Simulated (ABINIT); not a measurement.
Si, 2 atoms in the cell. Symmetry: Fd-3m, No. 227, cubic system. The conventional cell has a = 5.444 Å, b = 5.444 Å, c = 5.444 Å, α = 90.00°, β = 90.00°, γ = 90.00°. Si (site symmetry -43m) has 4 Si at 2.36 Å as nearest neighbours. 

- Program: ABINIT 10.8.3 (patched build)
- Task: single point
- Functional: r2SCAN
- Potentials or basis: JTH PAW PBE v2.0
- Cutoff: 490 eV
- k mesh: 5 × 5 × 5
- Occupations: fermi-dirac, width 0.05 eV
- Spin: no spin polarisation
- Fine-grid cutoff: 979.61 eV

Potentials or basis: JTH PAW PBE v2.0.

Command:

```bash
$ abinit run.abi > log 2>&1
```

Hardware: 1 thread of Intel(R) Xeon(R) 6975P-C (Granite Rapids), on a shared host.

How long does it take, and how much memory?

It took 45 s on 1 thread of Intel(R) Xeon(R) 6975P-C (Granite Rapids), with other jobs on the host, peak memory 0.11 GiB. Counts: scf iterations 37, k points 10, bands 8, plane waves 1006.
